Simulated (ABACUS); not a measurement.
# BN (F-43m) in ABACUS: settings compared

Aim: see how the results for BN move with the level of theory and the settings. Levels: PBE, WC. Tasks: single point.

Everything below comes from runs of ABACUS 3.10.1. Logs are shortened: lines on timing, memory, paths and dates and some standing lists are left out, and cuts for length are marked.

**Experimental background.**

From a printed reference work, monograph, for a bulk crystal of BN at 300 K: band gap 6.4 eV (indirect).

How close the calculation comes is told below.

## Step 1: The crystal as given

The structure is cubic, space group F-43m (No. 216). The conventional cell has a = 3.626 Å, b = 3.626 Å, c = 3.626 Å, α = 90.00°, β = 90.00°, γ = 90.00°. Around N (site symmetry -43m) lie 4 B at 1.57 Å. Around B (site symmetry -43m) lie 4 N at 1.57 Å.

The cell is a database's computed one.

## Step 2: Single point, PBE

Input file INPUT:

```
INPUT_PARAMETERS
suffix              BN
calculation         scf
basis_type          lcao
pseudo_dir          ./
orbital_dir         ./
symmetry            1
dft_functional      pbe
ecutwfc             100
pseudo_rcut         10
nspin               1
nbands              8
ks_solver           genelpa
smearing_method     fd
smearing_sigma      0.00367493
scf_thr             1e-07
scf_nmax            100
mixing_type         broyden
mixing_beta         0.7
cal_force           1
cal_stress          1
out_mul             1
out_chg             1
out_pot             2
out_elf             1
```

Input file STRU:

```
ATOMIC_SPECIES
N 14.0070 N.upf
B 10.8100 B.upf

NUMERICAL_ORBITAL
N_confined-atom_6au_1s1p.orb
B_confined-atom_7au_1s1p.orb

LATTICE_CONSTANT
1.8897261246

LATTICE_VECTORS
0.0000000000 1.8130010000 1.8130010000
1.8130010000 0.0000000000 1.8130010000
1.8130010000 1.8130010000 0.0000000000

ATOMIC_POSITIONS
Cartesian

N
0.0
1
0.9065005000 0.9065005000 0.9065005000 1 1 1

B
0.0
1
0.0000000000 0.0000000000 0.0000000000 1 1 1
```

Input file KPT:

```
K_POINTS
0
Gamma
12 12 12 0 0 0
```

Potentials or basis: PseudoDojo NC SR 0.4.1 PBE standard, SZ LCAO (the cutoffs set its grid).

Launch:

```
$ OMP_NUM_THREADS=1 mpirun -np 4 abacus > log
```

running log:

```text
ABACUS v3.10.1

               Atomic-orbital Based Ab-initio Computation at UStc

 ------------------------------------------------------------------------------------

 READING GENERAL INFORMATION
                           global_out_dir = OUT.BN/
                           global_in_card = INPUT
                               pseudo_dir = ./
                              orbital_dir = ./
                                    DSIZE = 4
                                    GSIZE = 1

 READING UNITCELL INFORMATION
                                    ntype = 2
                  lattice constant (Bohr) = 1.88973
              lattice constant (Angstrom) = 1

 READING ATOM TYPE 1
                               atom label = N
                      L=0, number of zeta = 1
                      L=1, number of zeta = 1
             number of atom for this type = 1

 READING ATOM TYPE 2
                               atom label = B
                      L=0, number of zeta = 1
                      L=1, number of zeta = 1
             number of atom for this type = 1

                        TOTAL ATOM NUMBER = 2
CARTESIAN COORDINATES ( UNIT =       1.889726124600 Bohr ).
    atom                   x                   y                   z     mag                  vx                  vy                  vz
tauc_N1            0.9065005000        0.9065005000        0.9065005000  0.0000        0.0000000000        0.0000000000        0.0000000000
tauc_B1            0.0000000000        0.0000000000        0.0000000000  0.0000        0.0000000000        0.0000000000        0.0000000000

                          Volume (Bohr^3) = 80.4305
                             Volume (A^3) = 11.9186

 Lattice vectors: (Cartesian coordinate: in unit of a_0)
                   +0              +1.813              +1.813
               +1.813                  +0              +1.813
               +1.813              +1.813                  +0
 Reciprocal vectors: (Cartesian coordinate: in unit of 2 pi/a_0)
            -0.275786           +0.275786           +0.275786
            +0.275786           -0.275786           +0.275786
            +0.275786           +0.275786           -0.275786
 The esolver type has been set to : ksdft_lcao

                PAO radial cut off (Bohr) = 10

 Read in pseudopotential file is N.upf
                     pseudopotential type = NC
          exchange-correlation functional = PBE
                 nonlocal core correction = 1
                        valence electrons = 5
[... 199 lines left out ...]
                     search radius (Bohr) = 16.8
              searching radius is (Bohr)) = 16.8
         searching radius unit is (Bohr)) = 1.89
                         PeriodicBoundary = 1
                        Radius(unit:lat0) = 8.87
                                   glayer = [ 6, 6, 6 ]
                             glayer_minus = [ 5, 5, 5 ]

Find the coordinate range of the input atom(unit:lat0).
                                  min_tau = [ -18.1, -18.1, -18.1 ]
                                  max_tau = [ 19, 19, 19 ]
                                BoxNumber = [ 11, 11, 11 ]

 SETUP EXTENDED REAL SPACE GRID FOR GRID INTEGRATION
                          real space grid = [ 32, 32, 32 ]
                 big cell numbers in grid = [ 8, 8, 8 ]
             meshcell numbers in big cell = [ 4, 4, 4 ]
                        extended fft grid = [ 15, 15, 15 ]
                dimension of extened grid = [ 39, 39, 39 ]
                            UnitCellTotal = 125
              Atom number in sub-FFT-grid = 2
    Local orbitals number in sub-FFT-grid = 8
                                ParaV.nnr = 2008
                                 init_chg = atomic

 LCAO ALGORITHM --------------- ION=   1  ELEC=   1--------------------------------

 Density error is 0.147389420621
----------------------------------------------------------
     Energy           Rydberg                 eV
----------------------------------------------------------
 E_KohnSham     -26.6488934141       -362.5767958271
 E_Harris       -25.7964325499       -350.9784707517
 E_Fermi        1.0038073820         13.6575000899
----------------------------------------------------------
[... 80 lines left out ...]
 Density error is 1.70712454413e-09
----------------------------------------------------------
     Energy           Rydberg                 eV
----------------------------------------------------------
 E_KohnSham     -26.6915136214       -363.1566734951
 E_KS(sigma->0) -26.6915136214       -363.1566734951
 E_Harris       -26.6915136332       -363.1566736558
 E_band         1.8206677417         24.7714554524
 E_one_elec     4.8156678536         65.5205224850
 E_Hartree      3.4126075207         46.4309073187
 E_xc           -8.6589261937        -117.8107347962
 E_Ewald        -26.2608628019       -357.2973685026
 E_entropy(-TS) 0.0000000000         0.0000000000
 E_descf        0.0000000000         0.0000000000
 E_exx          0.0000000000         0.0000000000
 E_Fermi        1.0797985286         14.6914126806
----------------------------------------------------------

 charge density convergence is achieved
 final etot is -363.1566735 eV
 EFERMI = 14.691412681 eV
The vacuum level is 9.5896353799 eV

 STATE ENERGY(eV) AND OCCUPATIONS    NSPIN == 1
 1/72 kpoint (Cartesian) = 0.0000 0.0000 0.0000 (340 pws)
       1       -9.10127     0.00115741
       2        11.0369     0.00115741
       3        11.0369     0.00115741
       4        11.0369     0.00115741
       5        20.3541    7.55398e-53
       6        20.3541    7.55398e-53
       7        20.3541    7.55398e-53
       8        22.0622    1.09981e-67
[... 41 lines left out ...]
 6/72 kpoint (Cartesian) = 0.11491 0.11491 0.11491 (333 pws)
       1       -5.48098     0.00925926
       2        1.34334     0.00925926
       3        8.99699     0.00925926
       4        8.99699     0.00925926
       5        22.4768    2.20710e-70
       6        23.2997    1.57058e-77
       7        23.2997    1.57058e-77
       8        28.3150        0.00000

[... levels at 66 further k points ...]

 correction force for each atom along direction 1 is -0.0908699
 correction force for each atom along direction 2 is -0.0351862
 correction force for each atom along direction 3 is -0.0447626
------------------------------------------------------------------------------------------
 TOTAL-FORCE (eV/Angstrom)
------------------------------------------------------------------------------------------
                        N1         0.0000000000         0.0000000000         0.0000000000
                        B1         0.0000000000         0.0000000000         0.0000000000
------------------------------------------------------------------------------------------

----------------------------------------------------------------
 TOTAL-STRESS (KBAR)
----------------------------------------------------------------
       192.2537771724        -0.0000000000         0.0000000000
        -0.0000000000       192.2537771724         0.0000000000
        -0.0000000000         0.0000000000       192.2537771724
----------------------------------------------------------------
 TOTAL-PRESSURE: 192.253777 KBAR

 --------------------------------------------
 !FINAL_ETOT_IS -363.1566734951467765 eV
 --------------------------------------------
```

stdout:

```text
ABACUS v3.10.1

               Atomic-orbital Based Ab-initio Computation at UStc

 UNIFORM GRID DIM        : 32 * 32 * 32
 UNIFORM GRID DIM(BIG)   : 8 * 8 * 8
[... 40 lines left out ...]
----------------------------------------------------------------
 TOTAL-STRESS (KBAR)
----------------------------------------------------------------
       192.2537771724        -0.0000000000         0.0000000000
        -0.0000000000       192.2537771724         0.0000000000
        -0.0000000000         0.0000000000       192.2537771724
----------------------------------------------------------------
 TOTAL-PRESSURE: 192.253777 KBAR
```

mulliken.txt:

```text
 0
CALCULATE THE MULLIkEN ANALYSIS FOR EACH ATOM
 Total charge:	8
Decomposed Mulliken populations
0                              Zeta of N              Spin 1
s                                      0              1.4849
SUM OVER M+Zeta                                       1.4849

pz                                     0              1.4049
px                                     0              1.3252
py                                     0              1.3230
SUM OVER M                                            4.0531
SUM OVER M+Zeta                                       4.0531

SUM OVER M+Zeta+L                                     5.5380

Total Charge on atom:                  N              5.5380

1                              Zeta of B              Spin 1
s                                      0              0.6798
SUM OVER M+Zeta                                       0.6798

pz                                     0              0.5576
px                                     0              0.6074
py                                     0              0.6172
SUM OVER M                                            1.7822
SUM OVER M+Zeta                                       1.7822

SUM OVER M+Zeta+L                                     2.4620

Total Charge on atom:                  B              2.4620
```

Run time: 1.6 s. Hardware: 4 MPI ranks of AMD EPYC 9R14 (Zen 4), shared host; peak memory 0.36 GiB.

The run converged, but some of its settings lie outside the range that counts as converged, so its numbers aren't taken as properties of the crystal.

What came out:

```
Free energy            : -363.1567 eV
Pressure               : 19.2 GPa
Band gap on the k mesh : 6.97 eV, indirect (least direct gap 9.32 eV)
Mulliken charges       : N -0.54; B +0.54 e
```

Caveat: the atomic orbitals were generated for these runs and aren't a published set; Mulliken charges move with the basis; the basis of atomic orbitals isn't converged, which shifts pressures, moduli and gaps.

## Step 3: Single point, WC

Input file INPUT:

```
INPUT_PARAMETERS
suffix              BN
calculation         scf
basis_type          pw
pseudo_dir          ./
symmetry            1
dft_functional      wc
ecutwfc             40
pseudo_rcut         10
nspin               1
nbands              14
ks_solver           dav
smearing_method     fd
smearing_sigma      0.00367493
scf_thr             1e-08
scf_nmax            100
mixing_type         broyden
mixing_beta         0.7
cal_force           1
cal_stress          1
ecutrho             320
out_chg             1
out_pot             2
out_elf             0
kpar                4
```

Input file STRU:

```
ATOMIC_SPECIES
N 14.0070 n_pbesol_v1.2.uspp.F.UPF
B 10.8100 b_pbesol_v1.4.uspp.F.UPF

LATTICE_CONSTANT
1.8897261246

LATTICE_VECTORS
0.0000000000 1.8130010000 1.8130010000
1.8130010000 0.0000000000 1.8130010000
1.8130010000 1.8130010000 0.0000000000

ATOMIC_POSITIONS
Direct

N
0.0
1
0.2500000000 0.2500000000 0.2500000000 1 1 1

B
0.0
1
0.0000000000 0.0000000000 0.0000000000 1 1 1
```

Input file KPT:

```
K_POINTS
0
Gamma
10 10 10 0 0 0
```

Potentials or basis: GBRV ultrasoft 1.5 PBEsol, plane waves.

Launch:

```
$ OMP_NUM_THREADS=1 mpirun -np 4 abacus > log
```

running log:

```text
ABACUS v3.10.1

               Atomic-orbital Based Ab-initio Computation at UStc

 ------------------------------------------------------------------------------------

 READING GENERAL INFORMATION
                           global_out_dir = OUT.BN/
                           global_in_card = INPUT
                               pseudo_dir = ./
                              orbital_dir =
                                    DSIZE = 4
                                    GSIZE = 1

 READING UNITCELL INFORMATION
                                    ntype = 2
                  lattice constant (Bohr) = 1.88973
              lattice constant (Angstrom) = 1

 READING ATOM TYPE 1
                               atom label = N
                      L=0, number of zeta = 1
                      L=1, number of zeta = 1
                      L=2, number of zeta = 1
             number of atom for this type = 1

 READING ATOM TYPE 2
                               atom label = B
                      L=0, number of zeta = 1
                      L=1, number of zeta = 1
                      L=2, number of zeta = 1
             number of atom for this type = 1

                        TOTAL ATOM NUMBER = 2
[... 338 lines left out ...]
 E_exx          0.0000000000         0.0000000000
 E_Fermi        0.9294874517         12.6463255621
----------------------------------------------------------

 charge density convergence is achieved
 final etot is -363.14114337 eV
 EFERMI = 12.646325562 eV
The vacuum level is 9.7909796213 eV

 STATE ENERGY(eV) AND OCCUPATIONS    NSPIN == 1
 1/12 kpoint (Cartesian) = 0.0000 0.0000 0.0000 (331 pws)
       1       -9.16167     0.00200000
       2        10.9500     0.00200000
       3        10.9500     0.00200000
       4        10.9500     0.00200000
       5        19.7032    1.01240e-64
       6        19.7032    1.01240e-64
       7        19.7032    1.01240e-64
       8        21.1230    4.71980e-77
       9        35.3186        0.00000
      10        38.5694        0.00000
      11        38.5694        0.00000
      12        39.0005        0.00000
      13        39.0005        0.00000
      14        39.0005        0.00000
[... 66 lines left out ...]
       1       -4.94652     0.00800000
       2       0.287651     0.00800000
       3        9.02333     0.00800000
       4        9.02333     0.00800000
       5        20.9696    4.05357e-75
       6        21.5618    2.91051e-80
       7        21.5618    2.91051e-80
       8        25.9712        0.00000
       9        34.0395        0.00000
      10        37.4544        0.00000
      11        37.5966        0.00000
      12        37.5966        0.00000
      13        45.7546        0.00000
      14        45.7546        0.00000

[... levels at 6 further k points ...]

------------------------------------------------------------------------------------------
 TOTAL-FORCE (eV/Angstrom)
------------------------------------------------------------------------------------------
                        N1         0.0000000000         0.0000000000         0.0000000000
                        B1         0.0000000000         0.0000000000         0.0000000000
------------------------------------------------------------------------------------------

----------------------------------------------------------------
 TOTAL-STRESS (KBAR)
----------------------------------------------------------------
       -53.0577801680         0.0000000000         0.0000000000
         0.0000000000       -53.0577801680        -0.0000000000
         0.0000000000        -0.0000000000       -53.0577801680
----------------------------------------------------------------
 TOTAL-PRESSURE: -53.057780 KBAR

 --------------------------------------------
 !FINAL_ETOT_IS -363.1411433700026805 eV
 --------------------------------------------
```

Run time: 1.9 s. Hardware: 4 MPI ranks of Intel Xeon Platinum 8375C at 2.90GHz (Ice Lake), shared host; peak memory 0.24 GiB.

Results:

* Free energy: -363.1411 eV
* Pressure: -5.3 GPa
* Band gap on the k mesh: 4.33 eV, indirect (least direct gap 8.75 eV)

Levels at points of the mesh, in eV from the valence-band top:
```csv
k point,band 2,band 3,band 4,band 5,band 6,band 7
"(0.00, 0.00, 0.00)",0.00,0.00,0.00,8.75,8.75,8.75
"(0.50, 0.50, 0.50)",-10.66,-1.93,-1.93,10.02,10.61,10.61
"(0.50, 0.50, 0.00)",-8.88,-4.88,-4.88,4.33,9.09,17.76
```

Caveat: the potentials were made for another functional, which shifts forces and pressure.

## Step 4: How close it comes

Step 3. Against the measured gap of BN, 6.4 eV (indirect; 300 K; a printed reference work, monograph), the calculated 4.33 eV is off by -2.07 eV. The value is that of WC on a finite k mesh, which can miss the band edges, without temperature or zero-point motion. Semilocal functionals fall short of measured gaps as a rule. The cell is a database's relaxed one, not the measured one, which moves gaps too.
